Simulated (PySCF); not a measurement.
**Reproducing measurements on malononitrile**

**Experimental background.**

From NIST CCCBDB Release 22 (SRD 101), experimental dipoles, for the gas: dipole moment (microwave Stark effect) 3.73 D.

NIST CCCBDB Release 22 (SRD 101), experimental polarizabilities lists, for the gas: mean polarisability 5.79 Å³.

The runs below try to reproduce these values; the comparison stands at the end.

Malononitrile, C₃H₂N₂.
Atom-mapped SMILES: `[N:1]#[C:2][CH2:3][C:4]#[N:5]` (hydrogens: H6, H7 on C3)

Structure used (GFN2-xTB), in Å, numbered top down from 1:
```xyz
7
C3H2N2 angstrom
N      0.0234    2.2242    0.9139
C     -0.1712    1.1757    0.5085
C     -0.4208   -0.1542   -0.0052
C      0.7872   -0.9482    0.0646
N      1.7386   -1.5753    0.1180
H     -1.2048   -0.6323    0.5923
H     -0.7490   -0.0850   -1.0482
```

Runs made with PySCF (gas phase, on this GFN2-xTB geometry; no spin–orbit coupling):

```json
{"level": "PBE0/pcSseg-1", "job": "shieldings, charges and field gradients, density and orbital grids written", "basis functions": "95"}
{"level": "CAM-B3LYP/def2-SVPD", "job": "8 singlets by full TDDFT, 3 Tamm–Dancoff triplets, polarisability", "basis functions": "116"}
{"level": "PBE0/def2-SVPD", "job": "6 singlets by full TDDFT, 2 Tamm–Dancoff triplets, polarisability, density and orbital grids written", "basis functions": "116"}
{"level": "B3LYP/pcJ-1", "job": "spin–spin couplings from 7 perturbed nuclei", "basis functions": "155"}
{"level": "KT3/pcseg-1, start guess vsap, energy threshold 1e-07 Eh", "job": "spin–spin couplings from 7 perturbed nuclei", "basis functions": "80"}
{"level": "PBE0/MINI, damping 0.3 at the start, DIIS from the seventh cycle", "job": "spin–spin couplings from 7 perturbed nuclei", "basis functions": "27"}
```

**Comparison with experiment**

**Dipole moment.** Measured: 3.73 D (NIST CCCBDB Release 22 (SRD 101), experimental dipoles).

```tsv
level	computed (D)	computed − measured (D)	% (from the printed values)
PBE0/pcSseg-1	4.00	+0.27	+7
CAM-B3LYP/def2-SVPD	4.08	+0.35	+9
PBE0/def2-SVPD	4.03	+0.30	+8
B3LYP/pcJ-1	4.00	+0.27	+7
KT3/pcseg-1	3.81	+0.08	+2
PBE0/MINI	3.39	-0.34	-9
```

Closest is KT3/pcseg-1 (+0.08 D), furthest CAM-B3LYP/def2-SVPD (+0.35 D); one molecule doesn't rank methods. The computed dipoles belong to one fixed geometry; measured ones are averaged over vibrations unless marked μe. Magnitudes are compared, not signs.

**Mean polarisability.** Measured: 5.79 Å³ (NIST CCCBDB Release 22 (SRD 101), experimental polarizabilities).

```
              level  computed (Å³)  computed − measured (Å³)  % (from the printed values)
CAM-B3LYP/def2-SVPD           6.03                     +0.24                           +4
     PBE0/def2-SVPD           6.04                     +0.25                           +4
```

Closest is CAM-B3LYP/def2-SVPD (+0.24 Å³), furthest PBE0/def2-SVPD (+0.25 Å³); one molecule doesn't rank methods. The computed values are static and purely electronic, with core orbitals frozen in the response (1 au = 0.148185 Å³). The table of measured values doesn't say here whether a value is static or optical, or holds a vibrational part.

The geometry is computed, not the measured one. Where a level misses, the cause wasn't examined.
